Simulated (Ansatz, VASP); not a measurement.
**As in VASP and in Ansatz**

INCAR

```
SYSTEM = As
PREC     = Accurate       ! precision mode
ENCUT    = 600            ! plane-wave cutoff, eV
EDIFF    = 1E-6           ! SCF threshold, eV
ISMEAR   = -1             ! smearing method
SIGMA    = 0.1            ! smearing width, eV
LREAL    = .FALSE.        ! projectors in reciprocal space
LASPH    = .TRUE.         ! aspherical terms in the spheres
NELM     = 60             ! most SCF steps
ALGO     = Normal         ! electronic algorithm
ISIF     = 3              ! what is computed and relaxed
LWAVE    = .FALSE.        ! write WAVECAR
LCHARG   = .FALSE.        ! write CHGCAR
GGA      = PE             ! functional
IBRION   = 2              ! ionic algorithm
NSW      = 60             ! ionic steps
EDIFFG   = -0.005         ! ionic threshold
```

Contents of KPOINTS:

```
Automatic mesh
0
G
  8 8 10
  0 0 0
```

File POSCAR:

```
As
1.0
    4.7349730502      0.0000000000      0.0000000000
   -2.3674865251      4.1006069477      0.0000000000
    0.0000000000      0.0000000000      2.9356832911
As
3
Direct
    0.0000000000      0.0000000000      0.0000000000
    0.3333333333      0.6666666667      0.5000000000
    0.6666666667      0.3333333333      0.5000000000
```

Input for Ansatz:

```yaml
crystal:
  lattice:
    - [4.7349730502, 0.0, 0.0]
    - [-2.3674865251, 4.1006069477, 0.0]
    - [0.0, 0.0, 2.9356832911]
  atoms:
    - { symbol: As, position: [0.0, 0.0, 0.0] }
    - { symbol: As, position: [0.3333333333, 0.6666666667, 0.5] }
    - { symbol: As, position: [0.6666666667, 0.3333333333, 0.5] }
kpoints:
  mp_grid: { grid: [8, 8, 10] }
scf:
  occupations: { method: fermi_dirac, width: 0.1 }
hamiltonian:
  xc: pbe
  pseudopotentials: { kind: paw }
output:
  forces: true
  stress: true
relax:
  f_tol: 0.005
  max_steps: 40
  cell: {}
```

Alike in both runs: task relaxation of cell and atoms; functional PBE; k mesh 8 × 8 × 10; occupations fermi-dirac, width 0.1 eV; no spin polarisation.

|  | VASP | Ansatz |
| --- | --- | --- |
| version | VASP 6.6.1 | Ansatz 0.2.0 |
| potentials or method | VASP PAW PBE potentials, release 64 (As) | PAW with Ansatz's default frozen-core files, scalar-relativistic |
| plane-wave cutoff (eV) | 600 | 420 |
| valence electrons in the cell | 15 | 45 |

```csv
,VASP,Ansatz,Ansatz less VASP
relaxed volume (Å³/atom),19.30,19.29,-0.011
relaxed cell length with the largest relative difference (Å),2.828,2.826,-0.0015
energy change over the relaxation (meV/atom),-22,-22,+0.2
```

The two sets of potentials don't hold the same shells in valence.
